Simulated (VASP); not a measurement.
Crystal: TePb.

```
Pb Te
1.0
     0.00000    3.23100    3.23100
     3.23100    0.00000    3.23100
     3.23100    3.23100    0.00000
Pb Te
1 1
Cartesian
  0.0000 0.0000 0.0000
  3.2310 3.2310 3.2310
```

| Quantity | Value |
| --- | --- |
| Program | VASP 6.6.1 |
| Task | relaxation of cell and atoms |
| Functional | HSE06 |
| Potentials or basis | VASP PAW PBE potentials, release 64 (Pb_d, Te) |
| Cutoff | 600 eV |
| k mesh | 4 × 4 × 4 |
| Occupations | fermi-dirac, width 0.05 eV |
| Spin | no spin polarisation |

At the start: pressure 1.0 GPa; volume 33.73 Å³/atom.

**Question.** How do energy, volume and symmetry change on relaxing?

**Answer.** Over 3 steps the energy falls by 2.4 meV/atom and the volume is 34.50 Å³/atom (+2.3 %); space group Fm-3m (No. 225, to 0.05 Å).

The path:
```
step  energy change (eV)  largest force (eV/Å)  pressure (GPa)  volume (Å³)
   1              0.0000                0.0000            1.01        67.46
   2             -0.0042                0.0000           -0.33        69.57
   3             -0.0048                0.0000            0.00        69.01
```

Final structure:
```
CELL_PARAMETERS angstrom
0.00000 3.25555 3.25555
3.25555 0.00000 3.25555
3.25555 3.25555 0.00000
ATOMIC_POSITIONS crystal
Pb 0.00000 0.00000 0.00000
Te 0.50000 0.50000 0.50000
```

Caveat: the k mesh is coarse (spacing up to 0.42 Å⁻¹), so the values aren't converged, least of all with exact exchange; the PAW data sets were made with another functional, which shifts forces and pressure a little.
